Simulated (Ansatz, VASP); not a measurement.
## Si: VASP beside Ansatz

INCAR

```
SYSTEM = Si
PREC = Accurate
ENCUT = 520
EDIFF = 1E-6
ISMEAR = -1
SIGMA = 0.08
LREAL = .False.
LASPH = .True.
NELM = 80
ALGO = Normal
ISIF = 2
LWAVE = .False.
LCHARG = .False.
NBANDS = 11
```

File KPOINTS:

```
Automatic mesh
0
Gamma
  12 12 12
  0 0 0
```

File POSCAR:

```
Si
1.0
    0.0000000000      2.7154700000      2.6883153000
    2.7154700000      0.0000000000      2.6883153000
    2.7154700000      2.7154700000      0.0000000000
Si
2
Direct
    0.5000000000      0.5000000000      0.5000000000
    0.7500000000      0.7500000000      0.7500000000
```

Input for Ansatz:

```yaml
crystal:
  lattice:
    - [0.0, 2.71547, 2.6883153]
    - [2.71547, 0.0, 2.6883153]
    - [2.71547, 2.71547, 0.0]
  atoms:
    - { symbol: Si, position: [0.5, 0.5, 0.5] }
    - { symbol: Si, position: [0.75, 0.75, 0.75] }
kpoints:
  mp_grid: { grid: [12, 12, 12] }
  band_path:
    path:
      - [0.0, 0.0, 0.0]
      - [0.0, 0.5, 0.5]
      - [0.25, 0.75, 0.5]
      - [0.0, 0.5, 0.0]
      - [0.0, 0.0, 0.0]
      - [0.5, 0.5, 0.0]
      - [0.3775380063, 0.6224619937, 0.0]
      - [-0.3775380063, 0.3775380063, 0.0]
      - [0.0, 0.0, 0.0]
    npoints: 5
scf:
  occupations: { method: fermi_dirac, width: 0.08 }
hamiltonian:
  xc: lda
  pseudopotentials: { kind: all_electron, lapw: { basis_error: 0.00025 } }
output:
  forces: true
  stress: true
  eigenvalues: true
```

Change from the starting cell: zz strain of -1 %.

Alike in both runs: task single point; functional LDA; k mesh 12 × 12 × 12; occupations fermi-dirac, width 0.08 eV; no spin polarisation.

|  | VASP | Ansatz |
| --- | --- | --- |
| version | VASP 6.6.1 | Ansatz 0.2.0 |
| potentials or method | VASP PAW LDA potentials, release 64 (Si) | all-electron LAPW, scalar-relativistic |
| plane-wave cutoff (eV) | 520 | see its input |

|  | VASP | Ansatz | Ansatz less VASP |
| --- | --- | --- | --- |
| pressure (GPa) | -0.5 | -0.6 | -0.10 |
| largest component of the traceless stress (GPa) | 0.63 | 0.63 | +0.001 |

Ansatz ran all-electron here, so the differences hold the error of VASP's frozen core and of both bases.
